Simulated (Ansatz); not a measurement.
**Compressing AlCu: a fit and a missing row**

AlCu, Pm-3m, a = 2.956 Å. The structure is a Materials Project entry; whether it is the stable form wasn't checked. Ansatz: PBEsol, PAW, 420 eV, Γ-centred 14×14×14 mesh on 2 atoms, Gaussian smearing 0.10 eV; no spin polarisation. Symmetry fixes shape and atoms, so the cell is only scaled; pressure is positive in compression.

| V (Å³/atom) | P (GPa) |
| --- | --- |
| 12.140 | ? |
| 12.527 | 4.17 |
| 12.915 | 0.00 |
| 13.302 | -3.53 |
| 13.690 | -6.51 |

Question: Take V0 = 12.915 Å³/atom, fit the third-order Birch–Murnaghan form to the other rows, and predict the missing pressure.

Answer: With the Eulerian strain f = ½[(V0/V)^(2/3) − 1] and y = P/[3f(1 + 2f)^(5/2)], the form is the line y = B0 + 1.5 B0 (B0′ − 4) f. Rows (f, y): 0.01027, 128.6; -0.00975, 126.8; -0.01905, 125.5. Means f = -0.006177, y = 126.97; Σ(Δf)² = 0.0004490, ΣΔfΔy = 0.04634; the slope is their ratio. y = 127.6 + 103.2 f GPa, so B0 = 127.6 GPa and B0′ = 4 + 2 × (103.2)/(3 × 127.6) = 4.54. At V = 12.140, f = 0.02106, y = 129.77 and P = 9.09 GPa. The run gave 9.13 GPa, so the fit is 0.04 GPa too low, a small miss on the scale of the series. The form still works here, 33 % of the fitted range beyond its end.